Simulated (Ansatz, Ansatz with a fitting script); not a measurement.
# BN (Qingsongite): converging an RPA energy

Aim: see which settings move the RPA energy of BN (Qingsongite), and what they cost.

Main program and level: Ansatz 0.2.0; EXX+RPA on LDA, plane waves, norm-conserving pseudopotentials.

### 1. The structure

Symmetry: F-43m, No. 216, cubic system. Conventional cell: a = 3.615 Å, b = 3.615 Å, c = 3.615 Å, α = 90.00°, β = 90.00°, γ = 90.00°. Nearest to B lie 4 N at 1.57 Å. Nearest to N lie 4 B at 1.57 Å. Farther neighbours and most contacts between anions are not listed.

Coordinates:

```cif
data_structure
_symmetry_space_group_name_H-M 'P 1'
_symmetry_Int_Tables_number 1
_cell_length_a 2.5562
_cell_length_b 2.5562
_cell_length_c 2.5562
_cell_angle_alpha 60.000
_cell_angle_beta 60.000
_cell_angle_gamma 60.000
_cell_volume 11.81
loop_
_atom_site_label
_atom_site_type_symbol
_atom_site_fract_x
_atom_site_fract_y
_atom_site_fract_z
_atom_site_occupancy
B1 B 0.00000 0.00000 0.00000 1
N2 N 0.75000 0.75000 0.75000 1
```

The cell and positions come from the Crystallography Open Database and are kept as given unless a step says otherwise. The program's search for lower electronic states was switched off, so nothing shows that the state found is the lowest.

### 2. Base settings, 5×5×5 mesh, cutoffs to 160 eV, 54 empty bands

The RPA correlation energy is summed at several response cutoffs, since it converges slowly from above.

input.yaml

```yaml
crystal:
  lattice:
    - [0.0, 1.8075, 1.8075]
    - [1.8075, 0.0, 1.8075]
    - [1.8075, 1.8075, 0.0]
  atoms:
    - { symbol: B, position: [0.0, 0.0, 0.0] }
    - { symbol: "N", position: [0.75, 0.75, 0.75] }
kpoints:
  mp_grid: { grid: [5, 5, 5] }
hamiltonian:
  xc: lda
  pseudopotentials: { kind: nc, xc_functional: pbe }
scf:
  occupations: { method: fixed }
  lower_state_search: "off"
  convergence: { dr2_threshold: 1.0e-09 }
output:
  rpa_energy:
    ecut_chi_ladder: [96, 112, 128, 144, 160]
    long_wavelength: optical_limit
    n_empty_bands: 54
basis:
  ecutwfc: 1240.0
  xc_grid: 3
```

Started as:

```bash
> ansatz run input.yaml --threads 4 --pin off --max-ram 18432MiB --backend cpu --events-out ev --progress --plain --runs-dir out
```

The program printed:

```text
Engine: ansatz 0.2.0, aarch64-unknown-linux-gnu
Pseudopotentials: kind: nc
Pseudopotential: B, nc, valence charge 3, recommended cutoff 1116 eV (normal), B.nc.azcp
Pseudopotential: N, nc, valence charge 5, recommended cutoff 1240 eV (normal), N.nc.azcp
Functional definition: SPW92
  exchange = slater_x
  correlation = pw_c
Crystal: 2 atoms, lattice volume = 11.810 Å³
Basis set: ecut = 1240 eV, 1211 PW (Γ), exchange–correlation on 90×90×90 points (27 copies of the dense FFT grid, shifted against one another)
Bands: 8, of which v1, the nominal top of the filled ones, is band 4 counted from 1 (3 counted from 0)
Symmetry: 24 space group operations
Space group: F-43m (ITA 216), of the structure as read, at distance tolerance 2.3e-5 Å
k-points: 10 of 125 (time reversal used)
Non-local potential: B, projectors of the file, l = 0: 2, l = 1: 2
Non-local potential: N, projectors of the file, l = 0: 2, l = 1: 2
Initial density: superposition of atomic densities (chi_scale 0.1, normalization cell, long waves kept (reshape's long-wave potential 0.00 eV rms))
Initial wavefunctions: pseudopotential atomic-orbital guess
Functional: x = slater, c = lda
SCF iter   1: F=—  HF=-377.375588 eV  |F-HF|=—  |Δ(HF+E_count)|=         —  Δρ=1.46e-1  dr2=1.99e0  ethr=3.10e-3  ⟨swp⟩=5.6  Hψ=568  notcnv=0  defer=12
preconditioner: auto → none  [insulator: Δε(μ)=6.092 eV  Ē_g=20.352 eV  n_scr=0 (ndim 8)  ℏωp=30.6 eV  f_vac=0.000  ε∞_Penn≈3.3]
SCF iter   2: F=—  HF=-376.735920 eV  |F-HF|=—  |Δ(HF+E_count)|=   6.40e-1  Δρ=6.03e-2  dr2=2.37e-1  ethr=3.10e-3  ⟨swp⟩=2.3  Hψ=231  notcnv=0  defer=11
SCF iter   3: F=—  HF=-376.666816 eV  |F-HF|=—  |Δ(HF+E_count)|=   6.91e-2  Δρ=2.10e-2  dr2=3.20e-2  ethr=2.97e-3  ⟨swp⟩=3.0  Hψ=139  notcnv=0  defer=14
SCF iter   4: F=—  HF=-376.657132 eV  |F-HF|=—  |Δ(HF+E_count)|=   9.68e-3  Δρ=2.74e-3  dr2=3.05e-4  ethr=4.00e-4  ⟨swp⟩=3.7  Hψ=151  notcnv=0  defer=16
SCF iter   5: F=—  HF=-376.657090 eV  |F-HF|=—  |Δ(HF+E_count)|=   4.21e-5  Δρ=1.30e-4  dr2=7.49e-7  ethr=3.82e-6  ⟨swp⟩=2.0  Hψ=103  notcnv=0  defer=17
SCF iter   6: F=—  HF=-376.657090 eV  |F-HF|=—  |Δ(HF+E_count)|=   7.75e-7  Δρ=3.44e-5  dr2=2.80e-8  ethr=9.36e-9  ⟨swp⟩=2.4  Hψ=119  notcnv=0  defer=13
SCF iter   7: F=—  HF=-376.657090 eV  |F-HF|=—  |Δ(HF+E_count)|=   3.91e-9  Δρ=1.39e-5  dr2=6.68e-9  ethr=3.50e-10  ⟨swp⟩=2.5  Hψ=113  notcnv=0  defer=13
SCF iter   8: F=-376.657090 eV  HF=-376.657090 eV  |F-HF|=2.41e-10  |Δ(HF+E_count)|=   2.04e-9  Δρ=4.01e-6  dr2=5.58e-10  ethr=1.25e-11  ⟨swp⟩=4.1  Hψ=355  notcnv=0
SCF 1 converged in 8 iterations: F = -376.657090 eV  dr2 = 5.58e-10
NSCF: frozen V_eff on 10 k-points
EXX+RPA screening: q 1/10 (q-point 5)
EXX+RPA screening: q 2/10 (q-point 6)
EXX+RPA screening: q 3/10 (q-point 10)
EXX+RPA screening: q 4/10 (q-point 7)
EXX+RPA screening: q 5/10 (q-point 9)
EXX+RPA screening: q 6/10 (q-point 2)
EXX+RPA screening: q 7/10 (q-point 3)
EXX+RPA screening: q 8/10 (q-point 4)
EXX+RPA screening: q 9/10 (q-point 8)
EXX+RPA screening: q 10/10 (q-point 1)
NSCF: frozen V_eff on 1 k-points
NSCF: frozen V_eff on 1 k-points
[...]
SCF converged after 8 iterations
Free energy (F): -376.657090 eV
Harris-Foulkes:  -376.657090 eV  (|F-HF|=2.41e-10)
Internal energy: -376.657090 eV  (E = F + TS)
E sigma→0 (E₀):  -376.657090 eV
Fermi energy:    11.092140 eV
--- Per-component energies (eV) ---
  E_band       = 25.253900
  E_kinetic    = 261.741479
  E_local      = -182.180848  (includes V_loc(G=0)·N_el)
  E_nonlocal   = -14.494663
  E_hartree    = 48.599699
  E_xc         = -131.938108
  E_vxc        = -137.011383  (∫ρ·V_xc dr)
  E_ewald      = -358.384650
  E_smearing   = -0.000000  (= −TS)
  E_closure    = 0.000000  (closes the sum)
  Σ components = -376.657090   (vs F -376.657090, Δ=0.00e0)
--- Band table (eV; the first three rows and the last of 10) ---
  k-point 0: bands = ["-9.2581", "11.0921", "11.0921", "11.0921", "19.8672", "19.8672", "19.8672", "21.2310"]
  k-point 1: bands = ["-8.2925", "7.0526", "10.2614", "10.2614", "20.4323", "21.0484", "21.0484", "23.7766"]
  k-point 2: bands = ["-5.7876", "1.4843", "9.2825", "9.2825", "21.0029", "21.7233", "21.7233", "25.9110"]
  k-point 9: bands = ["-4.0017", "2.9092", "4.6410", "6.1317", "19.9906", "23.2092", "24.6729", "27.9059"]
--- EXX+RPA: 5×5×5 mesh (10 irreducible q, 455/1250 k–q pairs), 58 bands' worth read of 63 solved (the sum completed by the states above those read; Γ's head and wings end at those read), 4 occupied, 11 to 12 frequency nodes, the response taken to reach 723.4 eV, pair-density box ratio 4, q→0 included in E_x (Coulomb truncated on the Wigner–Seitz cell) and E_c (k·p head, wings) ---
  smallest occupied→empty transition 4.702e0 eV, smallest direct gap 8.775e0 eV
  indirect gap at most 4.702e0 eV, over 10 k-points of the mesh
  bands read: the sum over 58 bands ends inside a degenerate multiplet in 1 slot, whose members it reads at an even weight; the widest, k=3: bands 58 to 59 (counted from 1) at 1/2 each
  E_x                     =       -91.922766 eV
  E_xc[n_v+n_c], E_xc[n_v] =      -131.938108, -100.526022 eV (parent functional, the pass's orbitals; any nonlocal part keeps n_c)
  E_c ladder  E_cut^χ (eV)   ⟨N_G⟩      E_cut^sphere (eV)      E_c (eV)
                   96.00       25.1             95.79        -10.342388
                  112.00       31.5            111.43        -10.945092
                  128.00       39.3            128.95        -11.460485
                  144.00       46.5            144.40        -11.814922
                  160.00       54.8            161.11        -12.128134
  E_c(E_cut→∞)            =       -13.596077 ± 0.064680 eV  (E_cut^-3/2 fit over 5 rungs)
  S(q), 6 of 9 wave vectors   |q| (1/Å)       S_0(q)   S_0 (bands read)   S_RPA(q)   (top rung; structure_factors; the frequency nodes sum S_0 to within 1.3e-8)
    ( 0.0000,  0.0000,  0.2000)    0.60209     0.069128           0.068888   0.035491
    ( 0.0000,  0.2000,  0.2000)    0.69523     0.091036           0.090715   0.047160
    ( 0.0000,  0.2000, -0.2000)    0.98321     0.161779           0.161112   0.090588
    ( 0.0000,  0.2000,  0.4000)    1.15292     0.208730           0.207793   0.121551
    ( 0.0000,  0.0000,  0.4000)    1.20418     0.217411           0.216376   0.129832
    ( 0.0000,  0.4000,  0.4000)    1.39047     0.277980           0.276572   0.170299
  core–valence xc dropped  : E_EXX =      -336.641748 eV   E_EXX+RPA =      -350.237825 eV
  core–valence xc semilocal: E_EXX =      -368.053834 eV   E_EXX+RPA =      -381.649911 eV
```

The job ended after 3.5 s (4 threads of Arm Neoverse V1, shared host; peak memory 0.3 GiB; 12 s of CPU time).

The column dr2 measures how far the density is from self-consistency, as an energy; F and HF (Harris–Foulkes) agree once it is small.

Numbers from this step:

- exact exchange energy: -91.9228 eV
- RPA correlation energy: -13.60 eV

Extrapolated from these cutoffs, the correlation energy is -6.80 eV per atom (fit error 0.03); such a limit moves with the range of cutoffs.

RPA ladder, by row:

```tsv
response cutoff (eV)	mean plane waves	sphere-equivalent cutoff (eV)	correlation energy (eV)
96	25.14	95.79	-10.34
112	31.54	111.4	-10.95
128	39.27	129	-11.46
144	46.54	144.4	-11.81
160	54.84	161.1	-12.13
```

### 3. Base settings, 5×5×5 mesh, cutoffs to 160 eV, 56 empty bands, volume +5 %

The cell differs from the one that the last finished run ended in (a 2.556 → 2.598 Å, b 2.556 → 2.598 Å, c 2.556 → 2.598 Å).

input.yaml, the sections that differ from step 2:

```yaml
crystal:
  lattice:
    - [0.0, 1.8371364149, 1.8371364149]
    - [1.8371364149, 0.0, 1.8371364149]
    - [1.8371364149, 1.8371364149, 0.0]
  atoms:
    - { symbol: B, position: [0.0, 0.0, 0.0] }
    - { symbol: "N", position: [0.75, 0.75, 0.75] }
output:
  rpa_energy:
    ecut_chi_ladder: [96, 112, 128, 144, 160]
    long_wavelength: optical_limit
    n_empty_bands: 56
# kpoints, hamiltonian, scf, basis: as in step 2
```

The program printed:

```text
[...]
Crystal: 2 atoms, lattice volume = 12.401 Å³
Basis set: ecut = 1240 eV, 1243 PW (Γ), exchange–correlation on 90×90×90 points (27 copies of the dense FFT grid, shifted against one another)
Bands: 8, of which v1, the nominal top of the filled ones, is band 4 counted from 1 (3 counted from 0)
Symmetry: 24 space group operations
[...]
k-points: 10 of 125 (time reversal used)
[...]
( 0.0000,  0.2000, -0.2000)    0.96735     0.161103           0.160456   0.089777
    ( 0.0000,  0.2000,  0.4000)    1.13432     0.207870           0.206963   0.120451
    ( 0.0000,  0.0000,  0.4000)    1.18476     0.216433           0.215430   0.128656
    ( 0.0000,  0.4000,  0.4000)    1.36804     0.276873           0.275516   0.168808
  core–valence xc dropped  : E_EXX =      -336.641164 eV   E_EXX+RPA =      -350.285106 eV
  core–valence xc semilocal: E_EXX =      -367.976444 eV   E_EXX+RPA =      -381.620387 eV
[key lines of the parts left out:]
SCF converged after 8 iterations
Free energy (F): -376.610355 eV
Fermi energy:    10.322700 eV
```

It took 3.7 s on 4 threads; peak memory 0.3 GiB; 12 s of CPU time.

This step gave:

```yaml
exact_exchange_energy: -90.9275 eV
rpa_correlation_energy: -13.64 eV
```

Extrapolated from these cutoffs, the correlation energy is -6.82 eV per atom (fit error 0.03); such a limit moves with the range of cutoffs.

RPA ladder, by row:

```tsv
response cutoff (eV)	mean plane waves	sphere-equivalent cutoff (eV)	correlation energy (eV)
96	26.3	95.54	-10.42
112	34.23	113.9	-11.11
128	40.23	126.9	-11.49
144	48.65	144	-11.88
160	56.95	159.9	-12.18
```

### 4. Response cutoff, 5×5×5 mesh, cutoffs to 90 eV, 22 empty bands

input.yaml, the sections that differ from step 3:

```yaml
crystal:
  lattice:
    - [0.0, 1.8075, 1.8075]
    - [1.8075, 0.0, 1.8075]
    - [1.8075, 1.8075, 0.0]
  atoms:
    - { symbol: B, position: [0.0, 0.0, 0.0] }
    - { symbol: "N", position: [0.75, 0.75, 0.75] }
output:
  rpa_energy:
    ecut_chi_ladder: [54, 63, 72, 81, 90]
    long_wavelength: optical_limit
    n_empty_bands: 22
# kpoints, hamiltonian, scf, basis: as in step 3
```

The program printed:

```text
[...]
Crystal: 2 atoms, lattice volume = 11.810 Å³
Basis set: ecut = 1240 eV, 1211 PW (Γ), exchange–correlation on 90×90×90 points (27 copies of the dense FFT grid, shifted against one another)
Bands: 8, of which v1, the nominal top of the filled ones, is band 4 counted from 1 (3 counted from 0)
Symmetry: 24 space group operations
[...]
k-points: 10 of 125 (time reversal used)
[...]
( 0.0000,  0.2000, -0.2000)    0.98321     0.161779           0.159051   0.090857
    ( 0.0000,  0.2000,  0.4000)    1.15292     0.208730           0.204861   0.121855
    ( 0.0000,  0.0000,  0.4000)    1.20418     0.217411           0.213253   0.130010
    ( 0.0000,  0.4000,  0.4000)    1.39047     0.277980           0.271941   0.170642
  core–valence xc dropped  : E_EXX =      -336.641748 eV   E_EXX+RPA =      -348.720436 eV
  core–valence xc semilocal: E_EXX =      -368.053834 eV   E_EXX+RPA =      -380.132522 eV
[key lines of the parts left out:]
SCF converged after 8 iterations
Free energy (F): -376.657090 eV
Fermi energy:    11.092140 eV
```

The job ended after 2.2 s (4 threads; peak memory 0.24 GiB; 7.6 s of CPU time).

Numbers from this step:

* exact exchange energy: -91.9228 eV
* RPA correlation energy: -12.08 eV

Extrapolated from these cutoffs, the correlation energy is -6.04 eV per atom (fit error 0.08); such a limit moves with the range of cutoffs.

### 5. Response cutoff, 5×5×5 mesh, cutoffs to 90 eV, 24 empty bands, volume +5 %

input.yaml, the sections that differ from step 4:

```yaml
crystal:
  lattice:
    - [0.0, 1.8371364149, 1.8371364149]
    - [1.8371364149, 0.0, 1.8371364149]
    - [1.8371364149, 1.8371364149, 0.0]
  atoms:
    - { symbol: B, position: [0.0, 0.0, 0.0] }
    - { symbol: "N", position: [0.75, 0.75, 0.75] }
output:
  rpa_energy:
    ecut_chi_ladder: [54, 63, 72, 81, 90]
    long_wavelength: optical_limit
    n_empty_bands: 24
# kpoints, hamiltonian, scf, basis: as in step 4
```

The program printed:

```text
[...]
Crystal: 2 atoms, lattice volume = 12.401 Å³
Basis set: ecut = 1240 eV, 1243 PW (Γ), exchange–correlation on 90×90×90 points (27 copies of the dense FFT grid, shifted against one another)
Bands: 8, of which v1, the nominal top of the filled ones, is band 4 counted from 1 (3 counted from 0)
Symmetry: 24 space group operations
[...]
k-points: 10 of 125 (time reversal used)
[...]
( 0.0000,  0.2000, -0.2000)    0.96735     0.161103           0.158646   0.090058
    ( 0.0000,  0.2000,  0.4000)    1.13432     0.207870           0.204401   0.120719
    ( 0.0000,  0.0000,  0.4000)    1.18476     0.216433           0.212672   0.128853
    ( 0.0000,  0.4000,  0.4000)    1.36804     0.276873           0.271500   0.169092
  core–valence xc dropped  : E_EXX =      -336.641164 eV   E_EXX+RPA =      -348.810451 eV
  core–valence xc semilocal: E_EXX =      -367.976444 eV   E_EXX+RPA =      -380.145732 eV
[key lines of the parts left out:]
SCF converged after 8 iterations
Free energy (F): -376.610355 eV
Fermi energy:    10.322700 eV
```

The job ended after 2.4 s (4 threads; peak memory 0.24 GiB; 8.1 s of CPU time).

This step gave:

* exact exchange energy: -90.9275 eV
* RPA correlation energy: -12.17 eV

Extrapolated from these cutoffs, the correlation energy is -6.08 eV per atom (fit error 0.09); such a limit moves with the range of cutoffs.

### 6. Response cutoff, 5×5×5 mesh, cutoffs to 240 eV, 99 empty bands

input.yaml, the sections that differ from step 5:

```yaml
crystal:
  lattice:
    - [0.0, 1.8075, 1.8075]
    - [1.8075, 0.0, 1.8075]
    - [1.8075, 1.8075, 0.0]
  atoms:
    - { symbol: B, position: [0.0, 0.0, 0.0] }
    - { symbol: "N", position: [0.75, 0.75, 0.75] }
output:
  rpa_energy:
    ecut_chi_ladder: [144, 168, 192, 216, 240]
    long_wavelength: optical_limit
    n_empty_bands: 99
# kpoints, hamiltonian, scf, basis: as in step 5
```

The program printed:

```text
[...]
Crystal: 2 atoms, lattice volume = 11.810 Å³
Basis set: ecut = 1240 eV, 1211 PW (Γ), exchange–correlation on 90×90×90 points (27 copies of the dense FFT grid, shifted against one another)
Bands: 8, of which v1, the nominal top of the filled ones, is band 4 counted from 1 (3 counted from 0)
Symmetry: 24 space group operations
[...]
k-points: 10 of 125 (time reversal used)
[...]
( 0.0000,  0.2000, -0.2000)    0.98321     0.161779           0.161534   0.090515
    ( 0.0000,  0.2000,  0.4000)    1.15292     0.208730           0.208385   0.121457
    ( 0.0000,  0.0000,  0.4000)    1.20418     0.217411           0.217029   0.129748
    ( 0.0000,  0.4000,  0.4000)    1.39047     0.277980           0.277460   0.170197
  core–valence xc dropped  : E_EXX =      -336.641748 eV   E_EXX+RPA =      -350.653589 eV
  core–valence xc semilocal: E_EXX =      -368.053834 eV   E_EXX+RPA =      -382.065675 eV
[key lines of the parts left out:]
SCF converged after 8 iterations
Free energy (F): -376.657090 eV
Fermi energy:    11.092140 eV
```

The job ended after 6.3 s (4 threads; peak memory 0.39 GiB; 22 s of CPU time).

This step gave:

* exact exchange energy: -91.9228 eV
* RPA correlation energy: -14.01 eV

Extrapolated from these cutoffs, the correlation energy is -7.01 eV per atom (fit error 0.01); such a limit moves with the range of cutoffs.

### 7. Response cutoff, 5×5×5 mesh, cutoffs to 240 eV, 104 empty bands, volume +5 %

input.yaml, the sections that differ from step 6:

```yaml
crystal:
  lattice:
    - [0.0, 1.8371364149, 1.8371364149]
    - [1.8371364149, 0.0, 1.8371364149]
    - [1.8371364149, 1.8371364149, 0.0]
  atoms:
    - { symbol: B, position: [0.0, 0.0, 0.0] }
    - { symbol: "N", position: [0.75, 0.75, 0.75] }
output:
  rpa_energy:
    ecut_chi_ladder: [144, 168, 192, 216, 240]
    long_wavelength: optical_limit
    n_empty_bands: 104
# kpoints, hamiltonian, scf, basis: as in step 6
```

The program printed:

```text
[...]
Crystal: 2 atoms, lattice volume = 12.401 Å³
Basis set: ecut = 1240 eV, 1243 PW (Γ), exchange–correlation on 90×90×90 points (27 copies of the dense FFT grid, shifted against one another)
Bands: 8, of which v1, the nominal top of the filled ones, is band 4 counted from 1 (3 counted from 0)
Symmetry: 24 space group operations
[...]
k-points: 10 of 125 (time reversal used)
[...]
( 0.0000,  0.2000, -0.2000)    0.96735     0.161103           0.160870   0.089701
    ( 0.0000,  0.2000,  0.4000)    1.13432     0.207870           0.207542   0.120369
    ( 0.0000,  0.0000,  0.4000)    1.18476     0.216433           0.216070   0.128577
    ( 0.0000,  0.4000,  0.4000)    1.36804     0.276873           0.276379   0.168705
  core–valence xc dropped  : E_EXX =      -336.641164 eV   E_EXX+RPA =      -350.689708 eV
  core–valence xc semilocal: E_EXX =      -367.976444 eV   E_EXX+RPA =      -382.024988 eV
[key lines of the parts left out:]
SCF converged after 8 iterations
Free energy (F): -376.610355 eV
Fermi energy:    10.322700 eV
```

Elapsed: 7 s, on 4 threads; peak memory 0.41 GiB.

This step gave:

* exact exchange energy: -90.9275 eV
* RPA correlation energy: -14.05 eV

Extrapolated from these cutoffs, the correlation energy is -7.02 eV per atom (fit error 0.01); such a limit moves with the range of cutoffs.

### 8. Bands, 5×5×5 mesh, cutoffs to 160 eV, 12 empty bands

input.yaml, the sections that differ from step 7:

```yaml
crystal:
  lattice:
    - [0.0, 1.8075, 1.8075]
    - [1.8075, 0.0, 1.8075]
    - [1.8075, 1.8075, 0.0]
  atoms:
    - { symbol: B, position: [0.0, 0.0, 0.0] }
    - { symbol: "N", position: [0.75, 0.75, 0.75] }
output:
  rpa_energy:
    ecut_chi_ladder: [96, 112, 128, 144, 160]
    long_wavelength: optical_limit
    n_empty_bands: 12
# kpoints, hamiltonian, scf, basis: as in step 7
```

The program printed:

```text
[...]
Crystal: 2 atoms, lattice volume = 11.810 Å³
Basis set: ecut = 1240 eV, 1211 PW (Γ), exchange–correlation on 90×90×90 points (27 copies of the dense FFT grid, shifted against one another)
Bands: 8, of which v1, the nominal top of the filled ones, is band 4 counted from 1 (3 counted from 0)
Symmetry: 24 space group operations
[...]
k-points: 10 of 125 (time reversal used)
[...]
( 0.0000,  0.2000, -0.2000)    0.98321     0.161779           0.154549   0.090541
    ( 0.0000,  0.2000,  0.4000)    1.15292     0.208730           0.197782   0.121486
    ( 0.0000,  0.0000,  0.4000)    1.20418     0.217411           0.205052   0.129765
    ( 0.0000,  0.4000,  0.4000)    1.39047     0.277980           0.259166   0.170190
  core–valence xc dropped  : E_EXX =      -336.641748 eV   E_EXX+RPA =      -350.309645 eV
  core–valence xc semilocal: E_EXX =      -368.053834 eV   E_EXX+RPA =      -381.721731 eV
[key lines of the parts left out:]
SCF converged after 8 iterations
Free energy (F): -376.657090 eV
Fermi energy:    11.092140 eV
```

It took 2.4 s on 4 threads; peak memory 0.29 GiB.

This step gave:

| Property | Result |
| --- | --- |
| exact exchange energy | -91.9228 eV |
| RPA correlation energy | -13.67 eV |

Extrapolated from these cutoffs, the correlation energy is -6.83 eV per atom (fit error 0.03); such a limit moves with the range of cutoffs.

[end of part 1 of 4]

[Paths, hosts, dates, memory and timing lines, banners, echoed tables and standing remarks are left out of the program output.]

[Logs are printed without paths, hosts, clocks, repeated set-up lines and the standing remarks that a program may print on its own settings, such as how far it seeks lower states.]

[Runs of the session that timed out or met a known fault of the program may be left out.]

[Hosts, paths, dates, database ids (printed as entryN), source tags and the programs' standing remarks are cut or masked in the printed files.]
